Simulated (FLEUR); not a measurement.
# Pt (Im-3m) in FLEUR: further runs

The runs below take Pt through band structure, equation of state, with SCAN.

Program: FLEUR MaX-R8.1 (later development tree). These are calculated values, not measurements. Logs are shortened: lines on timing, memory, paths and dates and some standing lists are left out, and cuts for length are marked.

## 1. The structure

Symmetry: Im-3m, No. 229, cubic system. The conventional cell has a = 3.168 Å, b = 3.168 Å, c = 3.168 Å, α = 90.00°, β = 90.00°, γ = 90.00°. Around Pt (site symmetry m-3m) lie 8 Pt at 2.74 Å.

This isn't the form of Pt at room conditions, which is fcc.

## 2. Band structure, SCAN

Contents of inp.xml:

```xml
<?xml version="1.0" encoding="UTF-8" standalone="no"?>
<fleurInput fleurInputVersion="0.39">
   <comment>
      Pt                                                                                                  
   </comment>
   <calculationSetup>
      <cutoffs Kmax="4.1" Gmax="12.7" GmaxXC="12.7" numbands="0"/>
      <scfLoop itmax="80" minDistance="0.0001" maxIterBroyd="30" imix="Anderson" alpha="0.05" precondParam="0.0" spinf="2.0" sdNocoIR="T"/>
      <coreElectrons ctail="F" frcor="F" kcrel="0" coretail_lmax="0"/>
      <xcFunctional name="LibXC" relativisticCorrections="F">
         <LibXCName exchange="mgga_x_scan" correlation="mgga_c_scan"/>
         <AuxGGA exchange="117" correlation="130"/>
      </xcFunctional>
      <magnetism jspins="1"/>
      <soc l_soc="F" theta="0.0" phi="0.0" spav="F"/>
      <expertModes spex="0" secvar="F"/>
      <geometryOptimization l_f="F" forcealpha="1.0" forcemix="BFGS" epsdisp="0.00001" epsforce="0.00001"/>
      <ldaU l_linMix="F" mixParam="0.05" spinf="1.0"/>
   </calculationSetup>
   <cell>
      <bzIntegration valenceElectrons="18.0" mode="hist" fermiSmearingEnergy="0.00183747">
         <kPointListSelection listName="default-1"/>
         <!-- k-points included here -->
         <xi:include xmlns:xi="http://www.w3.org/2001/XInclude" href="kpts.xml"> </xi:include>
      </bzIntegration>
      <!-- symmetry operations included here -->
      <xi:include xmlns:xi="http://www.w3.org/2001/XInclude" href="sym.xml"> </xi:include>
      <bulkLattice scale="1.0">
         <bravaisMatrix>
            <row-1>   -2.9937419211138119     2.9937419211138119     2.9937419211138119</row-1>
            <row-2>    2.9937419211138119    -2.9937419211138119     2.9937419211138119</row-2>
            <row-3>    2.9937419211138119     2.9937419211138119    -2.9937419211138119</row-3>
         </bravaisMatrix>
      </bulkLattice>
   </cell>
   <atomSpecies>
      <species name="Platinum (Pt)" element="Pt" atomicNumber="78">
         <mtSphere radius="2.4" gridPoints="793" logIncrement="0.017"/>
         <atomicCutoffs lmax="10" lnonsphr="10"/>
         <electronConfig flipSpins="F">
            <coreConfig>(1s1/2) (2s1/2) (2p1/2) (2p3/2) (3s1/2) (3p1/2) (3p3/2) (4s1/2) (3d3/2) (3d5/2) (4p1/2) (4p3/2) (4d3/2) (4d5/2) (4f5/2) (4f7/2)</coreConfig>
            <valenceConfig>(5s1/2) (5p1/2) (5p3/2) (6s1/2) (5d3/2) (5d5/2)</valenceConfig>
            <stateOccupation state="(6s1/2)" spinUp="0.500000" spinDown="0.500000"/>
            <stateOccupation state="(5d3/2)" spinUp="1.800000" spinDown="1.800000"/>
            <stateOccupation state="(5d5/2)" spinUp="2.700000" spinDown="2.700000"/>
         </electronConfig>
         <energyParameters s="6" p="6" d="5" f="5"/>
         <lo type="SCLO" l="0" n="5" eDeriv="0"/>
         <lo type="SCLO" l="1" n="5" eDeriv="0"/>
         <lo type="SCLO" l="1" n="5" eDeriv="1"/>
         <lo type="SCLO" l="2" n="5" eDeriv="2"/>
         <lo type="SCLO" l="3" n="5" eDeriv="2"/>
      </species>
   </atomSpecies>
   <atomGroups>
      <atomGroup species="Platinum (Pt)">
         <relPos label="                   1">.0000000000 .0000000000 .0000000000</relPos>
         <force calculate="T" relaxXYZ="TTT"/>
      </atomGroup>
   </atomGroups>
   <output dos="F" band="F" slice="F">
      <checks vchk="F" cdinf="F"/>
      <bandDOS minEnergy="-.5*Htr" maxEnergy="0.5*Htr" sigma="0.015" storeEVData="T"/>
      <vacuumDOS vacdos="F" integ="F" star="F" nstars="0" locx1="0.0" locy1="0.0" locx2="0.0" locy2="0.0" nstm="0" tworkf="0.0"/>
      <unfoldingBand unfoldBand="F" supercellX="1" supercellY="1" supercellZ="1"/>
      <plotting iplot="0" polar="F">
         <plot TwoD="T" vec1="  1.0  0.0  0.0" vec2="  0.0  1.0  0.0" vec3="  0.0  0.0  1.0" zero="  0.0  0.0  0.0" file="plot"/>
      </plotting>
      <chargeDensitySlicing numkpt="0" minEigenval="0.0" maxEigenval="0.0" nnne="0" pallst="F"/>
      <specialOutput eonly="F"/>
      <moessbauerParams electricFieldGradient="T" isomerShift="T" coreHyperfine="T" valenceHyperfine="T"/>
      <magneticCircularDichroism mcd="F" energyLo="-10.0" energyUp="0.0"/>
   </output>
  <!-- We include the file relax.xml here to enable relaxations (see documentation) -->
  <xi:include xmlns:xi="http://www.w3.org/2001/XInclude" href="relax.xml"> <xi:fallback/> </xi:include>
</fleurInput>
```

Contents of crystal.txt:

```
Pt
&input cartesian=F /
-1.5842200000  1.5842200000  1.5842200000
1.5842200000  -1.5842200000  1.5842200000
1.5842200000  1.5842200000  -1.5842200000
1.8897261246
1.0 1.0 1.0

1
78 0.0000000000  0.0000000000  0.0000000000

&kpt div1=12 div2=12 div3=12 gamma=T /
```

Contents of inp.xml (bands):

```
<?xml version="1.0" encoding="UTF-8" standalone="no"?>
<fleurInput fleurInputVersion="0.39">
   <comment>
      Pt                                                                                                  
   </comment>
   <calculationSetup>
      <cutoffs Kmax="4.1" Gmax="12.7" GmaxXC="12.7" numbands="0"/>
      <scfLoop itmax="80" minDistance="0.0001" maxIterBroyd="30" imix="Anderson" alpha="0.05" precondParam="0.0" spinf="2.0" sdNocoIR="T"/>
      <coreElectrons ctail="F" frcor="F" kcrel="0" coretail_lmax="0"/>
      <xcFunctional name="LibXC" relativisticCorrections="F">
         <LibXCName exchange="mgga_x_scan" correlation="mgga_c_scan"/>
         <AuxGGA exchange="117" correlation="130"/>
      </xcFunctional>
      <magnetism jspins="1"/>
      <soc l_soc="F" theta="0.0" phi="0.0" spav="F"/>
      <expertModes spex="0" secvar="F"/>
      <geometryOptimization l_f="F" forcealpha="1.0" forcemix="BFGS" epsdisp="0.00001" epsforce="0.00001"/>
      <ldaU l_linMix="F" mixParam="0.05" spinf="1.0"/>
   </calculationSetup>
   <cell>
      <bzIntegration valenceElectrons="18.0" mode="hist" fermiSmearingEnergy="0.00183747">
         <kPointListSelection listName="path-1"/>
         <!-- k-points included here -->
         <xi:include xmlns:xi="http://www.w3.org/2001/XInclude" href="kpts.xml"> </xi:include>
      </bzIntegration>
      <!-- symmetry operations included here -->
      <xi:include xmlns:xi="http://www.w3.org/2001/XInclude" href="sym.xml"> </xi:include>
      <bulkLattice scale="1.0">
         <bravaisMatrix>
            <row-1>   -2.9937419211138119     2.9937419211138119     2.9937419211138119</row-1>
            <row-2>    2.9937419211138119    -2.9937419211138119     2.9937419211138119</row-2>
            <row-3>    2.9937419211138119     2.9937419211138119    -2.9937419211138119</row-3>
         </bravaisMatrix>
      </bulkLattice>
   </cell>
   <atomSpecies>
      <species name="Platinum (Pt)" element="Pt" atomicNumber="78">
         <mtSphere radius="2.4" gridPoints="793" logIncrement="0.017"/>
         <atomicCutoffs lmax="10" lnonsphr="10"/>
         <electronConfig flipSpins="F">
            <coreConfig>(1s1/2) (2s1/2) (2p1/2) (2p3/2) (3s1/2) (3p1/2) (3p3/2) (4s1/2) (3d3/2) (3d5/2) (4p1/2) (4p3/2) (4d3/2) (4d5/2) (4f5/2) (4f7/2)</coreConfig>
            <valenceConfig>(5s1/2) (5p1/2) (5p3/2) (6s1/2) (5d3/2) (5d5/2)</valenceConfig>
            <stateOccupation state="(6s1/2)" spinUp="0.500000" spinDown="0.500000"/>
            <stateOccupation state="(5d3/2)" spinUp="1.800000" spinDown="1.800000"/>
            <stateOccupation state="(5d5/2)" spinUp="2.700000" spinDown="2.700000"/>
         </electronConfig>
         <energyParameters s="6" p="6" d="5" f="5"/>
         <lo type="SCLO" l="0" n="5" eDeriv="0"/>
         <lo type="SCLO" l="1" n="5" eDeriv="0"/>
         <lo type="SCLO" l="1" n="5" eDeriv="1"/>
         <lo type="SCLO" l="2" n="5" eDeriv="2"/>
         <lo type="SCLO" l="3" n="5" eDeriv="2"/>
      </species>
   </atomSpecies>
   <atomGroups>
      <atomGroup species="Platinum (Pt)">
         <relPos label="                   1">.0000000000 .0000000000 .0000000000</relPos>
         <force calculate="T" relaxXYZ="TTT"/>
      </atomGroup>
   </atomGroups>
   <output dos="F" band="T" slice="F">
      <checks vchk="F" cdinf="F"/>
      <bandDOS minEnergy="-.5*Htr" maxEnergy="0.5*Htr" sigma="0.015" storeEVData="T"/>
      <vacuumDOS vacdos="F" integ="F" star="F" nstars="0" locx1="0.0" locy1="0.0" locx2="0.0" locy2="0.0" nstm="0" tworkf="0.0"/>
      <unfoldingBand unfoldBand="F" supercellX="1" supercellY="1" supercellZ="1"/>
      <plotting iplot="0" polar="F">
         <plot TwoD="T" vec1="  1.0  0.0  0.0" vec2="  0.0  1.0  0.0" vec3="  0.0  0.0  1.0" zero="  0.0  0.0  0.0" file="plot"/>
      </plotting>
      <chargeDensitySlicing numkpt="0" minEigenval="0.0" maxEigenval="0.0" nnne="0" pallst="F"/>
      <specialOutput eonly="F"/>
      <moessbauerParams electricFieldGradient="T" isomerShift="T" coreHyperfine="T" valenceHyperfine="T"/>
      <magneticCircularDichroism mcd="F" energyLo="-10.0" energyUp="0.0"/>
   </output>
  <!-- We include the file relax.xml here to enable relaxations (see documentation) -->
  <xi:include xmlns:xi="http://www.w3.org/2001/XInclude" href="relax.xml"> <xi:fallback/> </xi:include>
</fleurInput>
```

Potentials or basis: all-electron, FLAPW.

On the command line:

```console
inpgen -f crystal.txt -profile fastHighL
# inp.xml edited to the form shown
fleur_MPI
fleur_MPI   # second run, on inp.xml (bands)
```

Log:

```text
Welcome to FLEUR        (www.flapw.de)
      MaX-Release 8.1          (www.max-centre.eu)
 func_ids         267         263         267         263
 MetaGGA potential functional detected - V_tau will be computed
 Auxiliary Potential for radial basis: exchange=         117  correlation=         130
The functional 'SCAN exchange of Sun, Ruzsinszky, and Perdew' is an exchange functional, it belongs to the 'MGGA' family and is defined in the reference(s):
[1] J. Sun, A. Ruzsinszky, and J. P. Perdew.,  Phys. Rev. Lett. 115, 036402 (2015)
The functional 'SCAN correlation of Sun, Ruzsinszky, and Perdew' is a correlation functional, it belongs to the 'MGGA' family and is defined in the reference(s):
[1] J. Sun, A. Ruzsinszky, and J. P. Perdew.,  Phys. Rev. Lett. 115, 036402 (2015)
 Using same functional for VXC and EXC

 ========== k-point set info ==========
 Selected k-point list: default-1
 k-point list type: mesh
 12 x 12 x 12
 Number of k points: 72

 ------------Calculation Setup---------------------------
 Number of MPI-tasks      :            1
 Number of PE/node        :            1
 Number of OMP-threads    :            1
 Most efficient MPI parallelization for:
           1           2           3           4           6           8           9          12          18          24          36          72
 Additional eigenvalue parallelization possible
 Number of basis functions:          175
 Approximate size of matrices (H+S) per k-point:         0.000 GB
 --------------------------------------------------------
The functional 'Hammer, Hansen, and Norskov' is an exchange functional, it belongs to the 'GGA' family and is defined in the reference(s):
[... 6 lines left out ...]
 Reset of history
 Reset of history
 Iteration:     1   Distance:      67.80296593 me/bohr^3
The functional 'Hammer, Hansen, and Norskov' is an exchange functional, it belongs to the 'GGA' family and is defined in the reference(s):
[1] B. Hammer, L. B. Hansen, and J. K. Nørskov.,  Phys. Rev. B 59, 7413 (1999)
The functional 'Perdew, Burke & Ernzerhof' is a correlation functional, it belongs to the 'GGA' family and is defined in the reference(s):
[1] J. P. Perdew, K. Burke, and M. Ernzerhof.,  Phys. Rev. Lett. 77, 3865 (1996)
[2] J. P. Perdew, K. Burke, and M. Ernzerhof.,  Phys. Rev. Lett. 78, 1396 (1997)
 Using same functional for VXC and EXC
 Iteration:     2   Distance:      64.35656850 me/bohr^3
The functional 'Hammer, Hansen, and Norskov' is an exchange functional, it belongs to the 'GGA' family and is defined in the reference(s):
[1] B. Hammer, L. B. Hansen, and J. K. Nørskov.,  Phys. Rev. B 59, 7413 (1999)
The functional 'Perdew, Burke & Ernzerhof' is a correlation functional, it belongs to the 'GGA' family and is defined in the reference(s):
[1] J. P. Perdew, K. Burke, and M. Ernzerhof.,  Phys. Rev. Lett. 77, 3865 (1996)
[2] J. P. Perdew, K. Burke, and M. Ernzerhof.,  Phys. Rev. Lett. 78, 1396 (1997)
 Using same functional for VXC and EXC
 Iteration:     3   Distance:      61.05668618 me/bohr^3
The functional 'Hammer, Hansen, and Norskov' is an exchange functional, it belongs to the 'GGA' family and is defined in the reference(s):
[1] B. Hammer, L. B. Hansen, and J. K. Nørskov.,  Phys. Rev. B 59, 7413 (1999)
The functional 'Perdew, Burke & Ernzerhof' is a correlation functional, it belongs to the 'GGA' family and is defined in the reference(s):
[1] J. P. Perdew, K. Burke, and M. Ernzerhof.,  Phys. Rev. Lett. 77, 3865 (1996)
[2] J. P. Perdew, K. Burke, and M. Ernzerhof.,  Phys. Rev. Lett. 78, 1396 (1997)
 Using same functional for VXC and EXC
 Iteration:     4   Distance:      10.98543781 me/bohr^3
The functional 'Hammer, Hansen, and Norskov' is an exchange functional, it belongs to the 'GGA' family and is defined in the reference(s):
[1] B. Hammer, L. B. Hansen, and J. K. Nørskov.,  Phys. Rev. B 59, 7413 (1999)
The functional 'Perdew, Burke & Ernzerhof' is a correlation functional, it belongs to the 'GGA' family and is defined in the reference(s):
[1] J. P. Perdew, K. Burke, and M. Ernzerhof.,  Phys. Rev. Lett. 77, 3865 (1996)
[2] J. P. Perdew, K. Burke, and M. Ernzerhof.,  Phys. Rev. Lett. 78, 1396 (1997)
 Using same functional for VXC and EXC
 Iteration:     5   Distance:       2.68493974 me/bohr^3
The functional 'Hammer, Hansen, and Norskov' is an exchange functional, it belongs to the 'GGA' family and is defined in the reference(s):
[... 39 lines left out ...]
 Using same functional for VXC and EXC
 Iteration:    11   Distance:       0.02462503 me/bohr^3
The functional 'Hammer, Hansen, and Norskov' is an exchange functional, it belongs to the 'GGA' family and is defined in the reference(s):
[1] B. Hammer, L. B. Hansen, and J. K. Nørskov.,  Phys. Rev. B 59, 7413 (1999)
The functional 'Perdew, Burke & Ernzerhof' is a correlation functional, it belongs to the 'GGA' family and is defined in the reference(s):
[1] J. P. Perdew, K. Burke, and M. Ernzerhof.,  Phys. Rev. Lett. 77, 3865 (1996)
[2] J. P. Perdew, K. Burke, and M. Ernzerhof.,  Phys. Rev. Lett. 78, 1396 (1997)
 Using same functional for VXC and EXC
 Iteration:    12   Distance:       0.00259287 me/bohr^3
The functional 'Hammer, Hansen, and Norskov' is an exchange functional, it belongs to the 'GGA' family and is defined in the reference(s):
[1] B. Hammer, L. B. Hansen, and J. K. Nørskov.,  Phys. Rev. B 59, 7413 (1999)
The functional 'Perdew, Burke & Ernzerhof' is a correlation functional, it belongs to the 'GGA' family and is defined in the reference(s):
[1] J. P. Perdew, K. Burke, and M. Ernzerhof.,  Phys. Rev. Lett. 77, 3865 (1996)
[2] J. P. Perdew, K. Burke, and M. Ernzerhof.,  Phys. Rev. Lett. 78, 1396 (1997)
 Using same functional for VXC and EXC
 Iteration:    13   Distance:       0.00047771 me/bohr^3
The functional 'Hammer, Hansen, and Norskov' is an exchange functional, it belongs to the 'GGA' family and is defined in the reference(s):
[1] B. Hammer, L. B. Hansen, and J. K. Nørskov.,  Phys. Rev. B 59, 7413 (1999)
The functional 'Perdew, Burke & Ernzerhof' is a correlation functional, it belongs to the 'GGA' family and is defined in the reference(s):
[1] J. P. Perdew, K. Burke, and M. Ernzerhof.,  Phys. Rev. Lett. 77, 3865 (1996)
[2] J. P. Perdew, K. Burke, and M. Ernzerhof.,  Phys. Rev. Lett. 78, 1396 (1997)
 Using same functional for VXC and EXC
 Iteration:    14   Distance:       0.00004725 me/bohr^3

 ********************************************************************
 Run finished successfully
 Stop message:
   all done
 ********************************************************************
```

Run time: 28 s. Hardware: 1 thread of Intel Xeon Platinum 8488C (Sapphire Rapids), shared host; peak memory 0.08 GiB.

What came out:

```
Free energy                                           : -501938.2155 eV
Band gap along the path                               : none (metal or under the smearing width)
Valence electrons inside the program's atomic spheres : Pt 16.11 (radii Pt 2.4 bohr)
```

Levels at the corners of the path, in eV from the Fermi level:
```
point  band 5  band 6  band 7  band 8  band 9  band 10  band 11  band 12  band 13  band 14
    Γ   -9.96   -3.52   -3.52   -3.52   -1.17    -1.17    17.99    17.99    17.99    28.17
    H   -6.29   -6.29    0.77    0.77    0.77     7.75     7.75     7.75    12.99    19.78
    N   -6.80   -4.99   -1.32   -0.88    0.32     1.32     6.45    14.02    16.07    24.83
    Γ   -9.96   -3.52   -3.52   -3.52   -1.17    -1.17    17.99    17.99    17.99    28.17
    P   -4.33   -4.33   -4.33   -0.81   -0.81     4.54     9.94     9.94     9.94    29.15
    H   -6.29   -6.29    0.77    0.77    0.77     7.75     7.75     7.75    12.99    19.78
    P   -4.33   -4.33   -4.33   -0.81   -0.81     4.54     9.94     9.94     9.94    29.15
    N   -6.80   -4.99   -1.32   -0.88    0.32     1.32     6.45    14.02    16.07    24.83
```

Core levels (eV from the Fermi level):
| atom | levels |
| --- | --- |
| 1 Pt | 1s1/2 -78314.2, 2s1/2 -13743.9, 2p1/2 -13169.6, 2p3/2 -11440.4, 3s1/2 -3225.3, 3p1/2 -2968.1, 3p3/2 -2588.0, 4s1/2 -690.2, 3d3/2 -2161.2, 3d5/2 -2079.2, 4p1/2 -581.2, 4p3/2 -490.7, 4d3/2 -312.5, 4d5/2 -295.7, 4f5/2 -68.1, 4f7/2 -64.6 |

Caveat: the meta-GGA is that of a development version, with a GGA for the radial functions and cores and without core tails; spin-orbit coupling is left out, which moves the levels of the heavy elements.

(Part 1 of 2 ends here.)
